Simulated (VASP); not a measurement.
# Y (Pm-3m) in VASP: notebook

One crystal, Y, is run at these levels: revPBE; tasks: single point.

Program: VASP 6.6.1. These are calculated values, not measurements. Logs are shortened: lines on timing, memory, paths and dates and some standing lists are left out, and cuts for length are marked.

## (1) The crystal as given

It takes space group Pm-3m (No. 221, cubic). The conventional cell has a = 3.310 Å, b = 3.310 Å, c = 3.310 Å, α = 90.00°, β = 90.00°, γ = 90.00°. Y (site symmetry m-3m) is surrounded by 6 Y at 3.31 Å.

This isn't the form of Y at room conditions, which is hcp.

## (2) Single point, revPBE

The input, INCAR:

```
SYSTEM = Y
PREC = Accurate ; ENCUT = 520
EDIFF = 1E-6 ; ISMEAR = -1
SIGMA = 0.1 ; LREAL = .False.
LASPH = .True. ; NELM = 60
ALGO = Normal ; ISIF = 2
LWAVE = .False. ; LCHARG = .False.
GGA = RE ; NBANDS = 12
```

The input, KPOINTS:

```
regular mesh
0
Gamma
  16 16 16
  0 0 0
```

The input, POSCAR:

```
Y
1.0
    3.3103231240      0.0000000000      0.0000000000
    0.0000000000      3.3103231240      0.0000000000
    0.0000000000      0.0000000000      3.3103231240
Y
1
Direct
    0.0000000000      0.0000000000      0.0000000000
```

Potentials or basis: VASP PAW PBE potentials, release 64 (Y_sv).

On the command line:

```console
$ cat potpaw_PBE.64/Y_sv/POTCAR > POTCAR
$ mpirun -np 1 vasp_std > vasp.out
```

OUTCAR:

```text
SYSTEM = Y
   PREC = Accurate
   ENCUT = 520
   EDIFF = 1E-6
   ISMEAR = -1
   LREAL = .False.
   LASPH = .True.
   NELM = 60
   ISIF = 2
   GGA = RE

 ion  position               nearest neighbor table
   1  0.000  0.000  0.000-

  LATTYP: Found a simple cubic cell.
 ALAT       =     3.3103231240

  Lattice vectors:

 A1 = (   3.3103231240,   0.0000000000,   0.0000000000)
 A2 = (   0.0000000000,   3.3103231240,   0.0000000000)
 A3 = (   0.0000000000,   0.0000000000,   3.3103231240)

Analysis of symmetry for initial positions (statically):
=====================================================================
 Subroutine PRICEL returns:
 Original cell was already a primitive cell.

 Routine SETGRP: Setting up the symmetry group for a
 simple cubic supercell.

 Subroutine GETGRP returns: Found 48 space group operations
 (whereof 48 operations were pure point group operations)
 out of a pool of 48 trial point group operations.

The static configuration has the point symmetry O_h .

Analysis of symmetry for dynamics (positions and initial velocities):
=====================================================================
 Subroutine PRICEL returns:
 Original cell was already a primitive cell.

 Routine SETGRP: Setting up the symmetry group for a
 simple cubic supercell.

 Subroutine GETGRP returns: Found 48 space group operations
 (whereof 48 operations were pure point group operations)
 out of a pool of 48 trial point group operations.

The dynamic configuration has the point symmetry O_h .

 Subroutine INISYM returns: Found 48 space group operations
 (whereof 48 operations are pure point group operations),
 and found     1 'primitive' translations

----------------------------------------------------------------------------------------

                                     Primitive cell

  volume of cell :      36.2753

  direct lattice vectors                    reciprocal lattice vectors
     3.310323124  0.000000000  0.000000000     0.302085314  0.000000000  0.000000000
     0.000000000  3.310323124  0.000000000     0.000000000  0.302085314  0.000000000
     0.000000000  0.000000000  3.310323124     0.000000000  0.000000000  0.302085314

  length of vectors
     3.310323124  3.310323124  3.310323124     0.302085314  0.302085314  0.302085314

  position of ions in fractional coordinates (direct lattice)
     0.000000000  0.000000000  0.000000000

  ion indices of the primitive-cell ions
   primitive index   ion index
                 1           1

----------------------------------------------------------------------------------------

 KPOINTS: regular mesh

Automatic generation of k-mesh.
 Grid dimensions read from file:
 generate k-points for:   16   16   16

 Generating k-lattice:

  Cartesian coordinates                     Fractional coordinates (reciprocal lattice)
     0.018880332  0.000000000  0.000000000     0.062500000  0.000000000  0.000000000
     0.000000000  0.018880332  0.000000000     0.000000000  0.062500000  0.000000000
     0.000000000  0.000000000  0.018880332     0.000000000  0.000000000  0.062500000

  Length of vectors
     0.018880332  0.018880332  0.018880332

  Shift w.r.t. Gamma in fractional coordinates (k-lattice)
     0.000000000  0.000000000  0.000000000

 Subroutine IBZKPT returns following result:
 ===========================================

 Found    165 irreducible k-points:

 Following reciprocal coordinates:
            Coordinates               Weight
  0.000000  0.000000  0.000000      1.000000
  0.062500  0.000000  0.000000      6.000000
  0.125000  0.000000  0.000000      6.000000
  0.187500  0.000000  0.000000      6.000000
  0.250000  0.000000  0.000000      6.000000
  0.312500  0.000000  0.000000      6.000000
[... 16 lines left out ...]
  0.437500  0.125000  0.000000     24.000000
  0.500000  0.125000  0.000000     12.000000
 [... further k-points ...]
   k-points           NKPTS =    165   k-points in BZ     NKDIM =    165   number of bands    NBANDS=     12
   number of dos      NEDOS =    301   number of ions     NIONS =      1
   total plane-waves  NPLWV =  21952
   dimension x,y,z NGX =    28 NGY =   28 NGZ =   28
   dimension x,y,z NGXF=    56 NGYF=   56 NGZF=   56
   ions per type =               1
   NGX,Y,Z   is equivalent  to a cutoff of  14.06, 14.06, 14.06 a.u.
   NGXF,Y,Z  is equivalent  to a cutoff of  28.12, 28.12, 28.12 a.u.
 SYSTEM =  Y
   PREC   = accura    normal or accurate (medium, high low for compatibility)
   ISTART =      0    job   : 0-new  1-cont  2-samecut
   ICHARG =      2    charge: 1-file 2-atom 10-const
   ISPIN  =      1    spin polarized calculation?
   LNONCOLLINEAR =      F non collinear calculations
   LSORBIT =      F    spin-orbit coupling
   LASPH  =      T    aspherical Exc in radial PAW
   ENCUT  =  520.0 eV  38.22 Ry    6.18 a.u.   6.16  6.16  6.16*2*pi/ulx,y,z
   NELM   =     60;   NELMIN=  2; NELMDL= -5     # of ELM steps
   EDIFF  = 0.1E-05   stopping-criterion for ELM
   LREAL  =      F    real-space projection
   EDIFFG = 0.1E-04   stopping-criterion for IOM
   NSW    =      0    number of steps for IOM
   IBRION =     -1    ionic relax: 0-MD 1-quasi-New 2-CG
   NFREE  =      0    steps in history (QN), initial steepest desc. (CG)
   ISIF   =      2    stress and relaxation
   ISYM   =      2    0-nonsym 1-usesym 2-fastsym
   POTIM  = 0.5000    time-step for ionic-motion
   TEBEG  =    0.0;   TEEND  =   0.0 temperature during run
   PSTRESS=    0.0 pullay stress
   NELECT =      11.0000    total number of electrons
   NUPDOWN=      -1.0000    fix difference up-down
   EMIN   =  10.00;   EMAX   =-10.00  energy-range for DOS
   EFERMI =   0.00;   METHOD = LEGACY
   ISMEAR =    -1;   SIGMA  =   0.10  broadening in eV -4-tet -1-fermi 0-gaus
   EFERMI_NEDOS =   21; number of points for ismear=-14 and -15
   IALGO  =     38    algorithm
   IMIX   =      4    mixing-type and parameters
     AMIX     =   0.40;   BMIX     =  1.00
     AMIX_MAG =   1.60;   BMIX_MAG =  1.00
  volume/ion in A,a.u.               =      36.28       244.80
  Fermi-wavevector in a.u.,A,eV,Ry     =   1.099855  2.078424 16.458702  1.209680
  Thomas-Fermi vector in A             =   2.236256
   LORBIT       =      0    0 simple, 1 ext, 2 COOP (PROOUT), +10 PAW based schemes
   GGA     = RE    functional components
   LHFCALC =     F    Hartree Fock is set to
   AEXX    =    0.0000 exact exchange contribution
   IVDW    =     0    specifies the selected vdW correction
   LEPSILON=     F    determine dielectric tensor
   LRPA    =     F    only Hartree local field effects (RPA)
 non-spin polarized calculation
  energy-cutoff  :      520.00
  volume of cell :       36.28
 maximum number of plane-waves:       996
 NGX is ok and might be reduce to    28
   NGX = 13   NGY = 13   NGZ = 13

 number of electron      10.9999999 magnetization

 Free energy of the ion-electron system (eV)
  ---------------------------------------------------
  ext. energy  EPLUGINS =         0.00000000
  ---------------------------------------------------
  free energy    TOTEN  =        -5.41011573 eV

  energy without entropy =       -5.32701967  energy(sigma->0) =       -5.36856770

 E-fermi :   2.5998     XC(G=0):  -8.9354

 val. band max:        2.5989079945   @ k =   0.3125   0.0625   0.0625
 cond. band min:       2.5999091444   @ k =   0.4375   0.4375   0.0000
 fundamental gap:      0.0010011498
 Fermi energy:         2.5997942630

 k-point     1 :       0.0000    0.0000    0.0000
  band No.  band energies     occupation
      1     -40.5264      2.00000
      2     -20.2083      2.00000
      3     -20.2083      2.00000
      4     -20.2083      2.00000
      5      -1.8079      2.00000
      6       2.0499      1.99185
      7       2.0499      1.99185
      8       7.5611      0.00000
      9       7.5611      0.00000
     10       7.5611      0.00000
     11      12.4114      0.00000
     12      12.4114      0.00000

 k-point     2 :       0.0625    0.0000    0.0000
  band No.  band energies     occupation
      1     -40.5243      2.00000
      2     -20.2329      2.00000
      3     -20.2063      2.00000
      4     -20.2063      2.00000
      5      -1.7346      2.00000
      6       2.0721      1.98984
      7       2.1106      1.98510
      8       7.4212      0.00000
      9       7.4212      0.00000
     10       7.5697      0.00000
     11      12.0161      0.00000
     12      12.5927      0.00000

 k-point     3 :       0.1250    0.0000    0.0000
  band No.  band energies     occupation
      1     -40.5183      2.00000
      2     -20.3022      2.00000
      3     -20.2004      2.00000
      4     -20.2004      2.00000
      5      -1.5221      2.00000
      6       2.1365      1.98073
      7       2.2820      1.92000
      8       7.0676      0.00000
      9       7.0676      0.00000
     10       7.5945      0.00000
     11      11.1861      0.00000
     12      13.0667      0.00000

 k-point     4 :       0.1875    0.0000    0.0000
  band No.  band energies     occupation
      1     -40.5092      2.00000
      2     -20.4042      2.00000
      3     -20.1917      2.00000
      4     -20.1917      2.00000
      5      -1.1905      2.00000
      6       2.2364      1.94852
      7       2.5261      1.35256
      8       6.6224      0.00000
      9       6.6224      0.00000
     10       7.6321      0.00000
     11      10.3337      0.00000
     12      13.7016      0.00000

 k-point     5 :       0.2500    0.0000    0.0000
  band No.  band energies     occupation
      1     -40.4985      2.00000
      2     -20.5221      2.00000
      3     -20.1813      2.00000
      4     -20.1813      2.00000
      5      -0.7676      2.00000
      6       2.3601      1.83323
      7       2.7672      0.31569
      8       6.1797      0.00000
      9       6.1797      0.00000
     10       7.6771      0.00000
     11       9.6696      0.00000
     12      14.2117      0.00000
[... 228 lines left out ...]
      1     -40.4797      2.00000
      2     -20.6266      2.00000
      3     -20.2613      2.00000
      4     -20.1633      2.00000
      5      -0.0274      2.00000
      6       2.6375      0.81349
      7       3.0189      0.02980
      8       5.3806      0.00000
      9       5.8540      0.00000
     10       7.3102      0.00000
     11       9.7136      0.00000
     12      13.3060      0.00000

 k-point    22 :       0.3750    0.1250    0.0000
  band No.  band energies     occupation
      1     -40.4705      2.00000
      2     -20.7219      2.00000
      3     -20.2517      2.00000
      4     -20.1545      2.00000
      5       0.4689      2.00000
      6       2.6523      0.74315
      7       2.9488      0.05921
      8       5.3170      0.00000
      9       5.5680      0.00000
     10       7.3584      0.00000
     11       9.5649      0.00000
     12      13.2812      0.00000

 k-point    23 :       0.4375    0.1250    0.0000
  band No.  band energies     occupation
      1     -40.4644      2.00000
      2     -20.7847      2.00000
      3     -20.2453      2.00000
      4     -20.1486      2.00000
      5       0.9297      2.00000
      6       2.4159      1.72557
      7       2.9522      0.05728
      8       5.3146      0.00000
      9       5.3893      0.00000
     10       7.3916      0.00000
     11       9.6670      0.00000
     12      13.0150      0.00000

 k-point    24 :       0.5000    0.1250    0.0000
  band No.  band energies     occupation
      1     -40.4623      2.00000
      2     -20.8066      2.00000
      3     -20.2430      2.00000
      4     -20.1466      2.00000
      5       1.1659      2.00000
      6       2.2309      1.95122
      7       2.9711      0.04763
      8       5.3142      0.00000
      9       5.3287      0.00000
     10       7.4034      0.00000
     11       9.7603      0.00000
     12      12.9093      0.00000

 [... further k-points ...]

------------------------ aborting loop because EDIFF is reached ----------------------------------------

  FORCE on cell =-STRESS in cart. coord.  units (eV):
  Direction    XX          YY          ZZ          XY          YZ          ZX
  --------------------------------------------------------------------------------------
  -------------------------------------------------------------------------------------
  Total       -0.0245839     -0.0245839     -0.0245839     -0.0000000      0.0000000     -0.0000000
  in kB       -1.0858011     -1.0858011     -1.0858011     -0.0000000      0.0000000     -0.0000000
  external PRESSURE =      -1.0858011 kB  Pullay stress =       0.0000000 kB

 VOLUME and BASIS-vectors are now :
 -----------------------------------------------------------------------------
  energy-cutoff  :      520.00
  volume of cell :       36.28
      direct lattice vectors                 reciprocal lattice vectors
     3.310323124  0.000000000  0.000000000     0.302085314  0.000000000  0.000000000
     0.000000000  3.310323124  0.000000000     0.000000000  0.302085314  0.000000000
     0.000000000  0.000000000  3.310323124     0.000000000  0.000000000  0.302085314

 POSITION                                       TOTAL-FORCE (eV/Angst)
 -----------------------------------------------------------------------------------
      0.00000      0.00000      0.00000         0.000000      0.000000      0.000000
 -----------------------------------------------------------------------------------
    total drift:                               -0.000000     -0.000000     -0.000000

  FREE ENERGIE OF THE ION-ELECTRON SYSTEM (eV)
  ---------------------------------------------------
  free  energy   TOTEN  =        -5.4101157344 eV

  energy  without entropy=       -5.3270196734  energy(sigma->0) =       -5.36856770
```

Wall time 25 s (1 thread of Intel Xeon 6975P-C (Granite Rapids), shared host); peak memory 0.22 GiB.

Results:

```yaml
Free_energy: -5.4101 eV
Pressure: -0.1 GPa
Band_gap_on_the_k_mesh: none (metal or under the smearing width)
```

Levels at points of the mesh, in eV from the Fermi level:
```csv
k point,band 1,band 2,band 3,band 4,band 5,band 6,band 7,band 8,band 9,band 10
"(0.00, 0.00, 0.00)",-43.13,-22.81,-22.81,-22.81,-4.41,-0.55,-0.55,4.96,4.96,4.96
"(0.50, 0.00, 0.00)",-43.07,-23.42,-22.75,-22.75,-1.76,-0.10,0.12,2.66,2.66,5.20
"(0.50, 0.50, 0.00)",-43.02,-23.33,-23.33,-22.70,-1.70,0.12,3.17,3.17,3.32,3.32
"(0.50, 0.50, 0.50)",-42.96,-23.26,-23.26,-23.26,-0.49,-0.49,-0.49,5.50,6.52,6.52
```

Caveat: the PAW data sets were made with another functional, which shifts forces and pressure a little.

## (3) Single point, revPBE

The input, INCAR:

```
SYSTEM = Y
ALGO = Fast ; EDIFF = 1E-7
ENCUT = 520 ; GGA = RE
ISIF = 2 ; ISMEAR = -1
LASPH = .True. ; LCHARG = .True.
LELF = .True. ; LREAL = .False.
LVHAR = .True. ; LWAVE = .False.
NBANDS = 12 ; NELM = 60
PREC = Accurate ; SIGMA = 0.1
```

The input, KPOINTS:

```
k-points
0
Gamma
  11 11 11
  0 0 0
```

POSCAR is that of step 2.

Potentials or basis: VASP PAW PBE potentials, release 64 (Y_sv).

On the command line:

```console
$ cat potpaw_PBE.64/Y_sv/POTCAR > POTCAR
$ mpirun -np 1 vasp_std > vasp.out
```

Wall time 19 s (1 thread of Intel Xeon 6975P-C (Granite Rapids), shared host); peak memory 0.18 GiB.

It converged, with:

| Quantity | Value |
| --- | --- |
| Free energy | -5.4111 eV |
| Pressure | -0.1 GPa |
| Band gap on the k mesh | none (metal or under the smearing width) |

Levels at points of the mesh, in eV from the Fermi level:
```csv
k point,band 2,band 3,band 4,band 5,band 6,band 7,band 8,band 9,band 10,band 11
"(0.00, 0.00, 0.00)",-22.81,-22.81,-22.81,-4.41,-0.55,-0.55,4.96,4.96,4.96,9.81
```

Caveat: the PAW data sets were made with another functional, which shifts forces and pressure a little.

## (4) Single point, revPBE

This run uses another cell than the first one, of 31.92 Å³/atom, 0.880 times its volume.

The input, INCAR:

```
SYSTEM = Y
ALGO     = Fast           ! electronic algorithm
EDIFF    = 1E-6           ! SCF threshold, eV
ENCUT    = 520            ! plane-wave cutoff, eV
GGA      = RE             ! functional
ISIF     = 2              ! what is computed and relaxed
ISMEAR   = -1             ! smearing method
LASPH    = .True.         ! aspherical terms in the spheres
LCHARG   = .True.         ! write CHGCAR
LELF     = .True.         ! ELF
LREAL    = .False.        ! projectors in reciprocal space
LVHAR    = .True.       
LWAVE    = .False.        ! write WAVECAR
NBANDS   = 12             ! bands
NELM     = 80             ! most SCF steps
PREC     = Accurate       ! precision mode
SIGMA    = 0.1            ! smearing width, eV
```

KPOINTS is that of step 3.

The input, POSCAR:

```
Y
1.0
    3.1722295899      0.0000000000      0.0000000000
    0.0000000000      3.1722295899      0.0000000000
    0.0000000000      0.0000000000      3.1722295899
Y
1
Direct
    0.0000000000      0.0000000000      0.0000000000
```

On the command line:

```console
$ cat potpaw_PBE.64/Y_sv/POTCAR > POTCAR
$ mpirun -np 1 vasp_std > vasp.out
```

It took 8.2 s on 1 thread of Intel Xeon 6975P-C (Granite Rapids), shared host; peak memory 0.15 GiB.

The run converged. Its results:

```
Free energy            : -5.3658 eV
Pressure               : 3.7 GPa
Band gap on the k mesh : none (metal or under the smearing width)
```

Levels at points of the mesh, in eV from the Fermi level:
```csv
k point,band 3,band 4,band 5,band 6,band 7,band 8,band 9,band 10
"(0.00, 0.00, 0.00)",-22.47,-22.47,-4.59,-0.72,-0.72,5.65,5.65,5.65
```

Caveat: the PAW data sets were made with another functional, which shifts forces and pressure a little.

## (5) Overview

| cell | k mesh | gap on the mesh (eV) | pressure (GPa) |
| --- | --- | --- | --- |
| Pm-3m, 36.28 Å³/atom | 16 × 16 × 16 | none | -0.1 |
| Pm-3m, 36.28 Å³/atom | 11 × 11 × 11 | none | -0.1 |
| Pm-3m, 31.92 Å³/atom | 11 × 11 × 11 | none | 3.7 |

Alike in all rows: task single point; level revPBE; potentials or basis VASP PAW PBE potentials, release 64 (Y_sv); no spin polarisation; cutoff (eV) 520; smearing fermi-dirac 0.1 eV.

Every run on the cell as given and a fine mesh finds a metal.

Caveats: the PAW data sets were made with another functional, which shifts forces and pressure a little.

Absolute energies hang on the potentials; compare differences alone.
